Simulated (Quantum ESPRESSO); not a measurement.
Wanted: an ASE script for a Quantum ESPRESSO 7.5 run.

```yaml
Task: single point
Functional: PBEsol
Potentials_or_basis: GBRV 1.5 PBEsol
Cutoff: 612 eV
Density_cutoff: 4898 eV
k_mesh: 11 × 11 × 10
Occupations: fermi-dirac, width 0.05 eV
Spin: no spin polarisation
Mixing_beta: 0.5
Most_SCF_iterations: 120
SCF_threshold: 2e-10 Ry
```

The structure of Ge lies in Ge.cif:

```cif
data_Ge
_cell_length_a 2.95206856
_cell_length_b 2.95206856
_cell_length_c 2.69823100
_cell_angle_alpha 90.00000000
_cell_angle_beta 90.00000000
_cell_angle_gamma 123.50542487
_space_group_name_H-M_alt 'P1'
_space_group_name_Hall 'P 1'
_space_group_IT_number 1
loop_
_space_group_symop_operation_xyz
'x,y,z'
loop_
_atom_site_label
_atom_site_type_symbol
_atom_site_symmetry_multiplicity
_atom_site_Wyckoff_symbol
_atom_site_fract_x
_atom_site_fract_y
_atom_site_fract_z
_atom_site_occupancy
Ge1 Ge 1 a 0.5000000000 0.5000000000 0.0000000000 1
```

This isn't the form of Ge at room conditions, which is diamond.

One way to write it, as run:

run.py

```python
import numpy as np
from ase.calculators.espresso import Espresso, EspressoProfile
from ase.io import read

atoms = read('Ge.cif')

input_data = {
    'control': {'calculation': 'scf', 'prefix': 'pwscf', 'outdir': './tmp', 'tprnfor': True, 'tstress': True, 'disk_io': 'nowf'},
    'system': {'ecutwfc': 45.0, 'ecutrho': 360.0, 'nbnd': 13, 'occupations': 'smearing', 'smearing': 'fd', 'degauss': 0.00367493},
    'electrons': {'conv_thr': 2e-10, 'electron_maxstep': 120, 'mixing_beta': 0.5},
}
pseudopotentials = {'Ge': 'ge_pbesol_v1.4.uspp.F.UPF'}
profile = EspressoProfile(command='mpirun -n 2 pw.x -nk 2', pseudo_dir='pseudo')
dft = Espresso(profile=profile, input_data=input_data, pseudopotentials=pseudopotentials, kpts=(11, 11, 10), koffset=(0, 0, 0))
atoms.calc = dft

print(f'energy {atoms.get_potential_energy():.8f} eV')
print('forces (eV/A)')
print(np.round(atoms.get_forces(), 6))
print('stress (eV/A^3, Voigt)')
print(np.round(atoms.get_stress(), 8))
print(f'Fermi level {dft.get_fermi_level():.4f} eV')
```

Potentials or basis: GBRV 1.5 PBEsol.

The run is started by

```sh
$ OMP_NUM_THREADS=1 python run.py
```

It gave:

The pressure is -4.3 GPa. The band gap on the k mesh is none (metal or under the smearing width).

Run time: 20 s on 2 MPI ranks on Arm Neoverse V1, with other jobs on the host, peak memory 0.18 GiB a rank.
